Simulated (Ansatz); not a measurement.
# SiNi (Pnma) in Ansatz: settings compared

One crystal, SiNi, is run at these levels: r2SCAN, PBE; tasks: band structure.

Program: Ansatz 0.2.0. These are calculated values, not measurements. Logs are shortened: lines on timing, memory, paths and dates and some standing lists are left out, and cuts for length are marked.

**1. Starting point**

It takes space group Pnma (No. 62, orthorhombic). Conventional cell: a = 5.173 Å, b = 3.338 Å, c = 5.605 Å, α = 90.00°, β = 90.00°, γ = 90.00°. Ni (site symmetry m) has 6 Si at 2.28 to 2.40 Å as nearest neighbours. Si (site symmetry m) has 6 Ni at 2.28 to 2.40 Å as nearest neighbours.

**2. Band structure, r2SCAN, collinear spin, ferromagnetic start**

input.yaml

```yaml
crystal:
  lattice:
    - [5.1731, 0.0, 0.0]
    - [0.0, 3.3381, 0.0]
    - [0.0, 0.0, 5.6049]
  atoms:
    - { symbol: Ni, position: [0.99221, 0.75, 0.81248], spin: 1.0 }
    - { symbol: Ni, position: [0.50779, 0.25, 0.31248], spin: 1.0 }
    - { symbol: Ni, position: [0.49221, 0.75, 0.68752], spin: 1.0 }
    - { symbol: Ni, position: [0.00779, 0.25, 0.18752], spin: 1.0 }
    - { symbol: Si, position: [0.67872, 0.25, 0.9175] }
    - { symbol: Si, position: [0.82128, 0.75, 0.4175] }
    - { symbol: Si, position: [0.17872, 0.25, 0.5825] }
    - { symbol: Si, position: [0.32128, 0.75, 0.0825] }
hamiltonian:
  xc: r2scan
  pseudopotentials: { kind: paw }
magnetization:
  spin_polarized: true
kpoints:
  mp_grid: { grid: [5, 8, 5] }
  band_path:
    path:
      - [[0.0, 0.0, 0.0], [0.0, -0.5, 0.0], [-0.5, -0.5, 0.0], [-0.5, 0.0, 0.0], [0.0, 0.0, 0.0], [0.0, 0.0, -0.5], [0.0, -0.5, -0.5], [-0.5, -0.5, -0.5], [-0.5, 0.0, -0.5], [0.0, 0.0, -0.5]]
      - [[-0.5, 0.0, 0.0], [-0.5, 0.0, -0.5]]
      - [[0.0, -0.5, -0.5], [0.0, -0.5, 0.0]]
      - [[-0.5, -0.5, 0.0], [-0.5, -0.5, -0.5]]
    npoints: 10
scf:
  occupations: { method: fermi_dirac, width: 0.05 }
  n_extra_bands: 20
output:
  forces: true
  stress: true
  eigenvalues: true
  fatbands: true
```

Potentials or basis: Ansatz PAW.

The run is started by

```sh
> ansatz run input.yaml --threads 4 --pin off --max-ram 11264MiB --backend cpu --events-out ev --progress --plain --runs-dir out
```

Log:

```text
Warning: RAYON_NUM_THREADS=4 ignored (pool sized by the plan → 4); use --threads N
scf.n_extra_bands = 20 over 44 filled bands (N_el = 88.0): the run solves 64 bands
Engine: ansatz 0.2.0, x86_64-unknown-linux-gnu
Pseudopotentials: kind: paw
Pseudopotential: Ni, paw, valence charge 18, recommended cutoff 500 eV (meta_gga), Ni.paw.azcp
Pseudopotential: Si, paw, valence charge 4, recommended cutoff 500 eV (meta_gga), Si.paw.azcp
Functional definition: r2SCAN
  parameter k0 = 0.174
  parameter k1 = 0.065
  parameter a1 = 4.9479
  exchange = r2scan_x(k0 = k0, k1 = k1, a1 = a1)
  correlation = r2scan_c
Crystal: 8 atoms, lattice volume = 96.787 Å³
Basis set: ecut = 500 eV, 2451 PW (Γ), exchange–correlation on 160×100×180 points (64 copies of the dense FFT grid, shifted against one another)
Bands: 64, of which v1, the nominal top of the filled ones, is band 44 counted from 1 (43 counted from 0)
Symmetry: 8 space group operations
Space group: Pnma (ITA 62), of the structure as read, at distance tolerance 4.6e-5 Å
Magnetic group: BNS 62.441 (UNI 539), of the structure as read, at distance tolerance 4.6e-5 Å
k-points: 45 of 200
Non-local potential: Ni, projectors of the file, l = 0: 3, l = 1: 2, l = 2: 3, l = 3: 1
Non-local potential: Si, projectors of the file, l = 0: 2, l = 1: 2, l = 2: 2
PAW form: soft (Blöchl's): semilocal exchange-correlation on the pseudo side does not see the compensation charge
PAW frozen core: Ni, regenerated for the run's functional (the file was generated under x = pbe(κ = 0.804, μ = 0.2195149727645171), c = pbe(β = 0.06672455060314922))
PAW frozen core: Si, regenerated for the run's functional (the file was generated under x = pbe(κ = 0.804, μ = 0.2195149727645171), c = pbe(β = 0.06672455060314922))
PAW one-centre angular grid: Ni, 590 points (default); XC on 160 Gauss nodes
PAW one-centre angular grid: Si, 302 points (default); XC on 160 Gauss nodes
Initial density: superposition of atomic densities (chi_scale 0.1, normalization cell)
Starting moments: Σ|m| = 4 μB on 4 of 8 sites
[... 38 lines left out ...]
Free energy (F): -25941.214616 eV
Harris-Foulkes:  -25941.214616 eV  (|F-HF|=1.16e-9)
Internal energy: -25941.197676 eV  (E = F + TS)
E sigma→0 (E₀):  -25941.206146 eV
Entropy (-TS):   -0.016941 eV (-2.118 meV/atom)
Fermi energy:    14.674930 eV
--- Per-component energies (eV) ---
  E_band       = -1404.019156
  E_kinetic    = 1309.681027
  E_local      = -17872.649176  (includes V_loc(G=0)·N_el)
  E_nonlocal   = 2651.450625
  E_hartree    = 7698.545822
  E_xc         = -529.758511
  E_vxc        = -682.150822  (∫ρ·V_xc dr)
  E_paw        = -8653.846922  (= ΣΔE_a)
  E_vpaw       = -2252.217603  (= ΣTr[D̂ρ^β])
  E_aug_tail   = 0.001006  (compensation charges beyond the density's cutoff)
  E_vtau       = 44.782909  (kinetic-family band-sum trace: ∫τ·v_τ [+ j·A + Jᵃ·Aᵃ] dr)
  E_ewald      = -10543.115540
  E_core_change = -1.506006  (= ΣΔE_core)
  E_smearing   = -0.016941  (= −TS)
  E_closure    = -0.000000  (closes the sum)
  Σ components = -25941.214616   (vs F -25941.214616, Δ=0.00e0)
--- Forces (eV/Å), atoms counted from 1 ---
  atom   1  Ni     0.04726998    -0.00000000    -0.13800419
  atom   2  Ni    -0.04726998    -0.00000000    -0.13800419
  atom   3  Ni     0.04726998     0.00000000     0.13800419
  atom   4  Ni    -0.04726998     0.00000000     0.13800419
  atom   5  Si     0.00538268    -0.00000000     0.02529128
  atom   6  Si    -0.00538268     0.00000000     0.02529128
  atom   7  Si     0.00538268    -0.00000000    -0.02529128
  atom   8  Si    -0.00538268     0.00000000    -0.02529128
  max |Σ_I F_I| component: 3.82e-17 eV/Å
--- Stress (GPa, compression-positive) ---
       -5.510149       0.000000       0.000000
        0.000000      -1.204289      -0.000000
        0.000000      -0.000000      -3.025476
  P = ⅓ Tr σ = -3.2466 GPa (-32.466 kbar)
--- Band table (eV; the first three rows and the last of 90) ---
  k-point 0 ↑: bands = ["-92.9634", "-92.9593", "-92.9591", "-92.9551", "-51.9435", "-51.9393", "-51.9224", "-51.9096", "-51.9029", "-51.8983", "-51.8584", "-51.8543", "-51.8532", "-51.8480", "-51.8357", "-51.8305", "0.9396", "4.4353", "5.8464", "6.4131", "7.7252", "8.2985", "10.0285", "10.4905", "10.5227", "10.5758", "10.5784", "10.6070", "10.8587", "11.2123", "11.4002", "11.5251", "11.6325", "11.8192", "12.1709", "12.1795", "12.2866", "12.3941", "12.5002", "12.6012", "12.6299", "13.3942", "13.5352", "13.5778", "15.2100", "15.9931", "18.1936", "18.8645", "19.1384", "19.7114", "19.7749", "21.0500", "21.5505", "21.7441", "21.7948", "22.1117", "23.5460", "24.2147", "24.9062", "25.2320", "25.3068", "25.9779", "26.0828", "26.2697"]
  k-point 1 ↑: bands = ["-92.9632", "-92.9605", "-92.9579", "-92.9553", "-51.9431", "-51.9397", "-51.9214", "-51.9114", "-51.9019", "-51.8985", "-51.8580", "-51.8547", "-51.8528", "-51.8487", "-51.8350", "-51.8309", "1.1305", "3.6875", "6.3179", "6.5052", "7.6440", "8.8291", "9.4005", "10.3099", "10.4216", "10.5883", "10.6227", "10.8746", "10.9005", "11.2918", "11.4124", "11.4446", "11.7478", "11.9191", "12.0894", "12.1052", "12.1664", "12.3389", "12.3599", "12.5803", "12.8955", "13.1992", "13.5898", "14.1043", "15.4805", "16.5145", "17.4927", "18.5404", "19.2344", "19.3263", "19.5551", "21.0517", "21.6651", "21.8933", "21.9121", "22.0953", "23.8805", "23.9999", "24.0695", "24.2323", "24.5345", "25.5094", "26.4603", "26.9402"]
  k-point 2 ↑: bands = ["-92.9626", "-92.9617", "-92.9568", "-92.9558", "-51.9420", "-51.9407", "-51.9186", "-51.9150", "-51.9004", "-51.8993", "-51.8569", "-51.8557", "-51.8517", "-51.8501", "-51.8336", "-51.8320", "1.6927", "2.5852", "6.7455", "6.8632", "7.5478", "8.2864", "9.7233", "10.1185", "10.6195", "10.7208", "10.7235", "10.8667", "11.1485", "11.3469", "11.3756", "11.4433", "11.6933", "11.7309", "11.9054", "11.9065", "12.2135", "12.4144", "12.5140", "12.5141", "12.9169", "13.0792", "13.9054", "14.9665", "15.1307", "16.3110", "17.6379", "18.2486", "19.1455", "19.4982", "20.2018", "20.8181", "20.8512", "20.9245", "21.9541", "22.4578", "22.6023", "23.4068", "23.6489", "23.9615", "25.2852", "25.6709", "26.2634", "27.5820"]
  k-point 44 ↓: bands = ["-92.9598", "-92.9598", "-92.9585", "-92.9585", "-51.9304", "-51.9304", "-51.9285", "-51.9285", "-51.8869", "-51.8869", "-51.8725", "-51.8725", "-51.8438", "-51.8438", "-51.8422", "-51.8422", "5.3905", "5.3905", "5.7087", "5.7087", "7.7254", "7.7254", "8.2404", "8.2404", "10.7320", "10.7320", "10.8140", "10.8140", "11.0450", "11.0450", "11.2867", "11.2867", "11.8000", "11.8000", "11.9365", "11.9365", "12.3459", "12.3459", "12.4396", "12.4396", "12.6306", "12.6306", "12.6722", "12.6722", "16.4195", "16.4195", "17.3594", "17.3594", "18.0627", "18.0627", "18.7702", "18.7702", "20.4593", "20.4593", "20.9801", "20.9801", "22.1088", "22.1088", "22.9117", "22.9117", "25.8618", "25.8618", "28.0694", "28.0694"]
```

Wall time 1.8 min (4 threads of AMD EPYC (Zen 3), shared host); peak memory 1.2 GiB.

What came out:

```yaml
Free_energy: -25941.2146 eV
Pressure: -3.2 GPa
Largest_force: 0.146 eV/Å
Band_gap_on_the_k_mesh: none (metal or under the smearing width)
Net_moment: 0.00 μB per cell
Absolute_moment: 0.00 μB per cell
```

Forces in eV/Å, atoms in the order of the input:
```
Ni   0.047  0.000 -0.138
Ni  -0.047  0.000 -0.138
Ni   0.047  0.000  0.138
Ni  -0.047  0.000  0.138
Si   0.005  0.000  0.025
Si  -0.005  0.000  0.025
Si   0.005  0.000 -0.025
Si  -0.005  0.000 -0.025
```

Caveat: the magnetic or orbital state may not be the lowest; the PAW data sets come from PBE, with cores solved anew for the run's functional, which leaves a small shift of forces and pressure; the starting moments weren't kept.

**3. Band structure, PBE, collinear spin, ferromagnetic start**

Edit input.yaml of step 2 so:

```diff
@@ -15,3 +15,3 @@
 hamiltonian:
-  xc: r2scan
+  xc: pbe
   pseudopotentials: { kind: paw }
```

Potentials or basis: Ansatz PAW.

The run is started by

```sh
> ansatz run input.yaml --threads 4 --pin off --max-ram 11264MiB --backend cpu --events-out ev --progress --plain --runs-dir out
```

Log:

```text
Warning: RAYON_NUM_THREADS=4 ignored (pool sized by the plan → 4); use --threads N
scf.n_extra_bands = 20 over 44 filled bands (N_el = 88.0): the run solves 64 bands
[... 1 set-up line as earlier in the session ...]
[... 81 lines left out ...]
       -0.000000      -0.000000       1.900108
  P = ⅓ Tr σ = 1.7478 GPa (17.478 kbar)
--- Band table (eV; the first three rows and the last of 90) ---
  k-point 0 ↑: bands = ["-89.1905", "-89.1866", "-89.1864", "-89.1825", "-49.6516", "-49.6463", "-49.6324", "-49.6188", "-49.6069", "-49.6015", "-49.5652", "-49.5622", "-49.5566", "-49.5518", "-49.5399", "-49.5351", "1.6928", "5.0115", "6.3558", "6.8540", "8.1631", "8.6493", "10.3450", "10.7554", "10.8212", "10.8395", "10.8428", "10.8812", "11.0959", "11.4202", "11.6340", "11.7664", "11.8890", "12.0441", "12.3318", "12.4176", "12.4928", "12.6008", "12.6677", "12.7820", "12.8648", "13.5519", "13.7272", "13.7450", "15.2801", "15.9553", "18.1115", "18.7644", "18.9038", "19.4316", "19.6171", "20.8303", "21.1132", "21.4480", "21.5552", "21.6834", "23.1799", "23.8076", "24.5542", "24.6885", "24.9339", "25.4529", "25.5269", "25.8365"]
  k-point 1 ↑: bands = ["-89.1903", "-89.1877", "-89.1853", "-89.1827", "-49.6511", "-49.6470", "-49.6312", "-49.6204", "-49.6060", "-49.6018", "-49.5649", "-49.5625", "-49.5562", "-49.5524", "-49.5393", "-49.5355", "1.8743", "4.3023", "6.8037", "6.9403", "8.0568", "9.1814", "9.7756", "10.6053", "10.6955", "10.8175", "10.8793", "11.1113", "11.1606", "11.4932", "11.6520", "11.6881", "11.9748", "12.1760", "12.3082", "12.3144", "12.3276", "12.5569", "12.5796", "12.7626", "13.1100", "13.3784", "13.7403", "14.2555", "15.5390", "16.4443", "17.4595", "18.4577", "18.9939", "19.1998", "19.2565", "20.8261", "21.3023", "21.5146", "21.6586", "21.6972", "23.5682", "23.5787", "23.7236", "23.8439", "24.0750", "25.0540", "25.9527", "26.2151"]
  k-point 2 ↑: bands = ["-89.1898", "-89.1889", "-89.1842", "-89.1833", "-49.6500", "-49.6484", "-49.6280", "-49.6240", "-49.6043", "-49.6028", "-49.5642", "-49.5632", "-49.5552", "-49.5538", "-49.5380", "-49.5366", "2.4083", "3.2559", "7.1650", "7.2904", "7.9937", "8.7156", "10.0352", "10.4134", "10.8785", "10.9489", "10.9628", "11.1055", "11.4008", "11.5877", "11.6328", "11.6341", "11.9299", "11.9488", "12.0941", "12.1360", "12.4515", "12.6104", "12.7005", "12.7400", "13.1225", "13.2847", "14.0332", "15.0486", "15.2277", "16.3466", "17.5019", "18.1723", "18.8739", "19.2346", "20.0217", "20.5562", "20.6155", "20.6924", "21.7161", "22.1638", "22.2264", "22.9849", "23.2513", "23.4681", "24.7866", "25.2721", "25.7296", "26.8924"]
  k-point 44 ↓: bands = ["-89.1870", "-89.1870", "-89.1858", "-89.1858", "-49.6387", "-49.6387", "-49.6365", "-49.6365", "-49.5920", "-49.5920", "-49.5789", "-49.5789", "-49.5477", "-49.5477", "-49.5462", "-49.5462", "5.9036", "5.9036", "6.2030", "6.2030", "8.1409", "8.1409", "8.6424", "8.6424", "10.9908", "10.9908", "11.0726", "11.0726", "11.2859", "11.2859", "11.5133", "11.5133", "12.0208", "12.0208", "12.1553", "12.1553", "12.5605", "12.5605", "12.6500", "12.6500", "12.8510", "12.8510", "12.8923", "12.8923", "16.4148", "16.4148", "17.3009", "17.3009", "17.9542", "17.9542", "18.6543", "18.6543", "20.1609", "20.1609", "20.6561", "20.6561", "21.7916", "21.7916", "22.5632", "22.5632", "25.3497", "25.3497", "27.4281", "27.4281"]
```

Wall time 42 s (4 threads of AMD EPYC (Zen 3), shared host); peak memory 0.93 GiB.

Results:

```yaml
Free_energy: -25906.1475 eV
Pressure: 1.7 GPa
Largest_force: 0.053 eV/Å
Band_gap_on_the_k_mesh: none (metal or under the smearing width)
Net_moment: 0.00 μB per cell
Absolute_moment: 0.00 μB per cell
```

Forces on the atoms (eV/Å):
```
Ni  -0.030  0.000 -0.044
Ni   0.030  0.000 -0.044
Ni  -0.030  0.000  0.044
Ni   0.030  0.000  0.044
Si  -0.008  0.000 -0.035
Si   0.008  0.000 -0.035
Si  -0.008  0.000  0.035
Si   0.008  0.000  0.035
```

Levels at the corners of the path, in eV from the Fermi level:
Spin up:
```
point  band 41  band 42  band 43  band 44  band 45  band 46  band 47  band 48
    Γ    -1.90    -1.21    -1.04    -1.02     0.52     1.19     3.35     4.00
    X    -1.88    -1.88    -1.47    -1.47    -0.64    -0.64     1.95     1.95
    S    -1.73    -1.73    -1.73    -1.73     0.46     0.46     0.46     0.46
    Y    -1.89    -1.89     0.89     0.89     1.14     1.14     3.73     3.73
    Γ    -1.90    -1.21    -1.04    -1.02     0.52     1.19     3.35     4.00
    Z    -1.54    -1.54    -0.31    -0.31     1.01     1.01     3.24     3.24
    U    -1.97    -1.97    -1.74    -1.74     0.09     0.09     1.28     1.28
    R    -1.89    -1.89    -1.89    -1.89     2.51     2.51     2.51     2.51
    T    -1.14    -1.14     0.65     0.65     2.36     2.36     2.79     2.79
    Z    -1.54    -1.54    -0.31    -0.31     1.01     1.01     3.24     3.24
    Y    -1.89    -1.89     0.89     0.89     1.14     1.14     3.73     3.73
    T    -1.14    -1.14     0.65     0.65     2.36     2.36     2.79     2.79
    U    -1.97    -1.97    -1.74    -1.74     0.09     0.09     1.28     1.28
    X    -1.88    -1.88    -1.47    -1.47    -0.64    -0.64     1.95     1.95
    S    -1.73    -1.73    -1.73    -1.73     0.46     0.46     0.46     0.46
    R    -1.89    -1.89    -1.89    -1.89     2.51     2.51     2.51     2.51
```
Spin down:
```tsv
point	band 40	band 41	band 42	band 43	band 44	band 45	band 46	band 47	band 48	band 49
Γ	-1.98	-1.90	-1.21	-1.04	-1.02	0.52	1.19	3.35	4.00	4.14
X	-2.11	-1.88	-1.88	-1.47	-1.47	-0.64	-0.64	1.95	1.95	2.50
S	-2.05	-1.73	-1.73	-1.73	-1.73	0.46	0.46	0.46	0.46	4.16
Y	-2.00	-1.89	-1.89	0.89	0.89	1.14	1.14	3.73	3.73	4.47
Γ	-1.98	-1.90	-1.21	-1.04	-1.02	0.52	1.19	3.35	4.00	4.14
Z	-2.11	-1.54	-1.54	-0.31	-0.31	1.01	1.01	3.24	3.24	4.39
U	-2.00	-1.97	-1.97	-1.74	-1.74	0.09	0.09	1.28	1.28	2.31
R	-2.19	-1.89	-1.89	-1.89	-1.89	2.51	2.51	2.51	2.51	3.45
T	-2.14	-1.14	-1.14	0.65	0.65	2.36	2.36	2.79	2.79	2.84
Z	-2.11	-1.54	-1.54	-0.31	-0.31	1.01	1.01	3.24	3.24	4.39
Y	-2.00	-1.89	-1.89	0.89	0.89	1.14	1.14	3.73	3.73	4.47
T	-2.14	-1.14	-1.14	0.65	0.65	2.36	2.36	2.79	2.79	2.84
U	-2.00	-1.97	-1.97	-1.74	-1.74	0.09	0.09	1.28	1.28	2.31
X	-2.11	-1.88	-1.88	-1.47	-1.47	-0.64	-0.64	1.95	1.95	2.50
S	-2.05	-1.73	-1.73	-1.73	-1.73	0.46	0.46	0.46	0.46	4.16
R	-2.19	-1.89	-1.89	-1.89	-1.89	2.51	2.51	2.51	2.51	3.45
```

Caveat: the starting moments weren't kept.
